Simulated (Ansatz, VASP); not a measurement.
# Al in VASP and in Ansatz

```
Al
1.0
     2.72184    0.00000    0.00000
     0.00000    2.72184    0.00000
     0.00000    0.00000    2.72184
Al
1
Direct
  0.00000 0.00000 0.00000
```

Alike in both runs: functional PBE; k mesh 12 × 12 × 12; occupations fermi-dirac, width 0.1 eV; no spin polarisation.

Ansatz relaxed the structure, and its values are those at the end. VASP's run is a single point on that final structure, the one shown.

```csv
,VASP,Ansatz
version,VASP 6.6.1,Ansatz 0.2.0
potentials or method,"VASP PAW PBE potentials, release 64 (Al)","plane waves (420 eV) with PAW, scalar-relativistic"
plane-wave cutoff (eV),520,420
valence electrons in the cell,3,3
```

```tsv
	VASP	Ansatz	Ansatz less VASP
pressure (GPa)	0.0	0.0	+0.02
```

The functional is the same, so the differences come from potentials, cutoffs and numerics.
